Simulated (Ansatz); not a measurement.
**Calculated with Ansatz: Na, vacancy hop by nudged elastic band**

Run with:

```bash
ansatz run input.yaml --threads 4 --pin off --max-ram 8192MiB --backend cpu --events-out ev --progress --plain --runs-dir out
```

Input:

```yaml
crystal:
  lattice:
    - [-4.28439, 4.28439, 4.28439]
    - [4.28439, -4.28439, 4.28439]
    - [4.28439, 4.28439, -4.28439]
  atoms:
    - { symbol: Na, position: [0.00266627, 0.00327936, 0.00200492] }
    - { symbol: Na, position: [-0.00280251, -0.00101126, 0.50265382] }
    - { symbol: Na, position: [-0.0049022, 0.49686109, -0.00862793] }
    - { symbol: Na, position: [0.50263036, -0.00044409, 0.00940063] }
    - { symbol: Na, position: [0.4970019, -0.00808728, 0.49283306] }
    - { symbol: Na, position: [0.50020692, 0.49699331, 0.00346972] }
    - { symbol: Na, position: [0.50641561, 0.50633644, 0.50214304] }
kpoints:
  mp_grid: { grid: [2, 2, 2] }
magnetization:
  spin_polarized: false
scf:
  occupations: { method: cold, width: 0.15 }
hamiltonian:
  pseudopotentials: { kind: paw }
  xc: pbe
basis:
  ecutwfc: 420
neb:
  images: 3
  relax_end_points: true
  climbing: true
  f_tol: 0.1
  max_iterations: 40
  order_check: false
  final_atoms:
    - { symbol: Na, position: [0.00266627, 0.00327936, 0.00200492] }
    - { symbol: Na, position: [-0.00280251, -0.00101126, 0.50265382] }
    - { symbol: Na, position: [-0.0049022, 0.49686109, -0.00862793] }
    - { symbol: Na, position: [0.50263036, -0.00044409, 0.00940063] }
    - { symbol: Na, position: [0.4970019, -0.00808728, 0.49283306] }
    - { symbol: Na, position: [1.00397333, 0.5079127, 0.50640695] }
    - { symbol: Na, position: [0.50641561, 0.50633644, 0.50214304] }
```

Origin of the cell: a database entry, scaled a little.

The cell is 2×2×2 cells of Na with one Na taken out; atom 6 (Na) hops into the empty site, 4.27 Å away before the end points are relaxed. All atoms were shaken by about 0.02 Å first.

Output (shortened):

```
Warning: neb: disabling space-group detection — the band's intermediate images generally break the endpoint symmetry, so no spatial operation reduces the k-mesh or symmetrises the density, ex […]
Pseudopotentials: kind: paw
Pseudopotential: Na, paw, valence charge 9, recommended cutoff 420 eV (normal), Na.paw.azcp
Functional definition: PBE
  exchange = pbe_x(kappa = kappa, mu = beta*pi^2/3)
  correlation = pbe_c(beta = beta)
parallel-image band execution: 3 concurrent image workers
NEB image 0
Crystal: 7 atoms, lattice volume = 314.577 Å³
Basis set: ecut = 420 eV, 6099 PW (Γ), exchange–correlation on 100×100×100 points (8 copies of the dense FFT grid, shifted against one another)
Bands: 39, of which v1, the nominal top of the filled ones, is band 32 counted from 1 (31 counted from 0)
Symmetry: 1 space group operations
[… 3 lines left out …]
Initial density: superposition of atomic densities (neutral atoms: chi_scale 0, normalization atom), corrected by the library's trained network
Functional: x = pbe(κ = 0.804, μ = 0.219515), c = pbe(β = 0.066725)
SCF iter   1: F=—  HF=-10403.863524 eV  Δρ=1.41e-3  dr2=3.22e-2
SCF iter   2: F=—  HF=-10403.854560 eV  S|Δr|=    0.00e0  Δρ=8.40e-4  dr2=6.49e-3
SCF iter   3: F=—  HF=-10403.854317 eV  S|Δr|=    0.00e0  Δρ=1.01e-3  dr2=1.79e-3
[… 2 lines left out …]
SCF iter   6: F=—  HF=-10403.853124 eV  S|Δr|=    0.00e0  Δρ=2.37e-5  dr2=3.06e-6
SCF iter   7: F=—  HF=-10403.853124 eV  S|Δr|=    0.00e0  Δρ=1.16e-5  dr2=2.58e-7
SCF iter   8: F=-10403.853124 eV  HF=-10403.853124 eV  S|Δr|=    0.00e0  Δρ=3.56e-6  dr2=3.01e-8
NEB iter   1: max|band force component| = 2.227e-1 eV/Å  barrier→ = 0.5147 eV  barrier← = 0.5147 eV  CI = image 2  Δτ_max = 0.0735 Å  (45 SCF iters)
NEB iter   2: max|band force component| = 1.746e-1 eV/Å  barrier→ = 0.4359 eV  barrier← = 0.4359 eV  CI = image 2  Δτ_max = 0.1993 Å  (21 SCF iters)
NEB iter   3: max|band force component| = 8.307e-2 eV/Å  barrier→ = 0.3018 eV  barrier← = 0.3018 eV  CI = image 2  Δτ_max = 0.1761 Å  (26 SCF iters)
NEB iter   4: max|band force component| = 2.153e-1 eV/Å  barrier→ = 0.2531 eV  barrier← = 0.2532 eV  CI = image 2  Δτ_max = 0.1595 Å  (8 SCF iters)
NEB iter   5: max|band force component| = 6.194e-3 eV/Å  barrier→ = 0.2495 eV  barrier← = 0.2496 eV  CI = image 2  Δτ_max = 0.0000 Å  (23 SCF iters)
--- NEB band (5 images, 5 band iterations, 123 SCF iterations, 22 more in tests of the images' electronic states and relaxations of end points) ---
  forward barrier  = 0.249529 eV
  backward barrier = 0.249556 eV
  lagrangian_above_aufbau_ev (what the smearing adds, to first order; not taken off the barriers): saddle image -0.083651 eV, end points -0.018912 and -0.018962 eV
  climbing image's point = of an order that was not read
  energies are F+E_penalty+E_count in eV, relative to image 0
  image     s (Å)  Δ vs image 0  max|band force component| (eV/Å)
      0    0.0000      0.000000                                 —
      1    1.1665      0.072535                          5.514e-3
  *   2    2.3328      0.249529                          3.057e-3
      3    3.5020      0.072010                          6.194e-3
      4    4.6715     -0.000028                                 —
```

The converged band:

```json
{"image": "0", "path over all atoms (Å)": "0.00", "ΔF (eV)": "0.000", "Na x": "0.00", "y": "0.01", "z (Å)": "4.27"}
{"image": "1", "path over all atoms (Å)": "1.17", "ΔF (eV)": "0.073", "Na x": "0.00", "y": "0.93", "z (Å)": "4.28"}
{"image": "2", "path over all atoms (Å)": "2.33", "ΔF (eV)": "0.250", "Na x": "0.00", "y": "2.15", "z (Å)": "4.29"}
{"image": "3", "path over all atoms (Å)": "3.50", "ΔF (eV)": "0.072", "Na x": "0.00", "y": "3.37", "z (Å)": "4.30"}
{"image": "4", "path over all atoms (Å)": "4.67", "ΔF (eV)": "0.000", "Na x": "0.00", "y": "4.29", "z (Å)": "4.31"}
```

Relaxed start, forces in eV/Å:

```xyz
7
Lattice="-4.284 4.284 4.284 4.284 -4.284 4.284 4.284 4.284 -4.284" Properties=species:S:1:pos:R:3:forces:R:3 pbc="T T T" image=0
Na    0.012    0.015    0.012    0.001    0.000   -0.001
Na    2.150    2.144   -2.161   -0.001    0.000    0.001
Na    2.121   -2.175    2.148    0.001    0.004    0.000
Na   -2.137    2.162    2.135   -0.002   -0.001    0.001
Na   -0.009    4.282   -0.026    0.001    0.000   -0.001
Na   -0.004    0.010    4.271    0.001   -0.002    0.000
Na    2.136    2.179    2.153    0.000    0.000   -0.002
```

Highest image (2), forces in eV/Å:

```xyz
7
Lattice="-4.284 4.284 4.284 4.284 -4.284 4.284 4.284 4.284 -4.284" Properties=species:S:1:pos:R:3:forces:R:3 pbc="T T T" image=2
Na    0.006    0.009    0.016    0.000   -0.001    0.003
Na    2.501    2.121   -1.789   -0.001   -0.002   -0.002
Na    1.785   -2.173    2.496    0.002   -0.003   -0.002
Na   -2.494    2.174    1.787    0.001    0.002    0.001
Na   -0.001    4.286   -0.029   -0.001    0.001   -0.001
Na    0.000    2.148    4.289    0.000    0.000   -0.001
Na    2.495    2.185    1.788   -0.001    0.003    0.001
```

Relaxed end, forces in eV/Å:

```xyz
7
Lattice="-4.284 4.284 4.284 4.284 -4.284 4.284 4.284 4.284 -4.284" Properties=species:S:1:pos:R:3:forces:R:3 pbc="T T T" image=4
Na    0.004    0.012    0.008    0.000    0.000   -0.001
Na    2.158    2.129   -2.154   -0.001    0.000    0.002
Na    2.136   -2.149    2.145    0.000    0.001    0.000
Na   -2.137    2.173    2.134   -0.001   -0.003    0.002
Na    0.011    4.280   -0.021    0.004    0.000    0.001
Na    0.001    4.290    4.308   -0.001    0.000   -0.001
Na    2.140    2.148    2.162   -0.001    0.001   -0.002
```

Barrier of this path: 0.25 eV forwards, 0.25 eV backwards, after 5 band iterations.

Caveats: no moments, though an odd count or open d shells may carry them; the k mesh is coarse if the cell is a metal; a small cell with a neutral vacancy and no spin, whose shape can make like sites unlike; the cell is held at a rescaled volume, and strain moves barriers; the hop was drawn among near neighbours and need not be the easiest path; few images and a loose tolerance, and neither the top nor the ends were tested for their order.

It ran for 29 s on 4 threads of Arm Neoverse V1 (shared host), peak memory 0.91 GiB, from the program's own first density.
